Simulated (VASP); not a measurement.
TiTe2: density of states with PBE

TiTe2:

```
CELL_PARAMETERS angstrom
3.69612 0.00000 0.00000
-1.84806 3.20093 0.00000
0.00000 0.00000 6.37296
ATOMIC_POSITIONS crystal
Ti 0.00000 0.00000 0.00000
Te 0.66667 0.33333 0.27166
Te 0.33333 0.66667 0.72834
```

```
Program                 : VASP 6.6.1
Task                    : density of states
Functional              : PBE
Potentials or basis     : VASP PAW PBE potentials, release 64 (Ti_sv, Te)
Cutoff                  : 520 eV
k mesh                  : 12 × 12 × 6
Occupations             : methfessel-paxton, width 0.1 eV
Spin                    : no spin polarisation
k mesh for the DOS      : 18 × 18 × 9
Occupations for the DOS : tetrahedron
Further INCAR settings  : ALGO = Normal; EDIFF = 1e-07
```

```
Valence electrons inside the program's atomic spheres : Ti 10.20; Te 3.43
```

Levels at points of the mesh, in eV from the Fermi level:
```tsv
k point	band 9	band 10	band 11	band 12	band 13	band 14	band 15	band 16
(0.00, 0.00, 0.00)	-1.64	0.22	0.42	0.42	0.70	1.25	1.25	3.06
(0.50, 0.00, 0.00)	-2.98	-2.56	-1.75	-1.21	-0.07	1.25	1.62	2.39
```

States per cell in windows of 1 eV (zero at the Fermi level; states under -8 eV left out):
```tsv
from (eV)	total	Ti1_d	Te2_p	Te3_p	Ti1_p	Ti1_s	Te2_s
-8.0	0.00	0.00	0.00	0.00	0.00	0.00	0.00
-7.0	0.00	0.00	0.00	0.00	0.00	0.00	0.00
-6.0	0.41	0.02	0.06	0.06	0.00	0.02	0.00
-5.0	2.34	0.12	0.38	0.38	0.04	0.06	0.02
-4.0	1.53	0.11	0.26	0.26	0.03	0.03	0.02
-3.0	3.08	0.50	0.52	0.52	0.05	0.02	0.02
-2.0	3.42	0.78	0.58	0.58	0.05	0.01	0.02
-1.0	1.26	0.36	0.19	0.19	0.02	0.00	0.01
0.0	1.97	1.19	0.10	0.10	0.01	0.01	0.01
1.0	4.07	2.81	0.22	0.22	0.02	0.02	0.01
2.0	1.91	1.06	0.13	0.13	0.01	0.02	0.02
3.0	0.09	0.04	0.01	0.01	0.00	0.00	0.00
4.0	0.00	0.00	0.00	0.00	0.00	0.00	0.00
5.0	0.00	0.00	0.00	0.00	0.00	0.00	0.00
```

Run time: 97 s on 4 MPI ranks on AMD EPYC 7R13 Processor (Zen 3), with other jobs on the host, peak memory 0.45 GiB a rank.

 The run has no spin-orbit coupling, so splittings on Te are missing.
